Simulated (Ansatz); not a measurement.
## A computed series for NaCl: response to strain

Take NaCl in the rock salt structure (space group Fm-3m, No. 225; a = 5.601 Å) as the base. Axes: x, y, z lie along the cube axes.

Strains are applied to the cell and any free atomic positions relax.

Level of theory: PBEsol (Ansatz, a program for electronic structure, PAW, no spin-orbit coupling).

Notes on the quantities. energy relative to the base: free energy F.

```
variant                         band gap  energy relative to the base  shortest interatomic distance
------------------------------  --------  ---------------------------  -----------------------------
base                             5.01 eV                   0 meV/atom                        2.801 Å
uniaxial strain ε_zz = −2.50 %   5.10 eV                +2.7 meV/atom                        2.731 Å
uniaxial strain ε_zz = −2.00 %   5.08 eV                +1.7 meV/atom                        2.745 Å
uniaxial strain ε_zz = −1.50 %   5.07 eV                +0.9 meV/atom                        2.759 Å
uniaxial strain ε_zz = −1.00 %   5.05 eV                +0.4 meV/atom                        2.773 Å
uniaxial strain ε_zz = +0.50 %   4.99 eV                +0.1 meV/atom                        2.801 Å
uniaxial strain ε_zz = +1.50 %   4.95 eV                +0.8 meV/atom                        2.801 Å
uniaxial strain ε_zz = +2.00 %   4.93 eV                +1.4 meV/atom                        2.801 Å
uniaxial strain ε_zz = +2.50 %   4.91 eV                +2.1 meV/atom                        2.801 Å
uniaxial strain ε_zz = +3.00 %   4.89 eV                +2.9 meV/atom                        2.801 Å
```

No phonon test of stability was made.
